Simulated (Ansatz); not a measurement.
System: cubic perovskite CsPbI₃ (cubic high-temperature phase). Method: r²SCAN+SOC in Ansatz (PAW).

Run with plane-wave cutoff 560 eV, 6×6×6 k mesh, Fermi–Dirac smearing 0.01 eV, PAW data made under PBE.

Response to compression and expansion:

```tsv
V (Å³/atom)	P (GPa)	direct gap at Γ (eV)	smallest gap on the k mesh (eV)
47.750	1.18	4.653	0.180
48.766	0.74	4.622	0.257
49.782	0.35	4.594	0.327
50.798	0.00	4.566	0.392
51.814	-0.31	4.541	0.450
52.830	-0.59	4.517	0.503
53.846	-0.83	4.494	0.550
```

The fundamental gap (0.39 eV at the equilibrium volume, with added k points) lies elsewhere than Γ–Γ.

Note: the relaxation could not lower the start's symmetry, so the cell can be a saddle point above a distorted one.

Ansatz is a quantum-chemistry and plane-wave program.
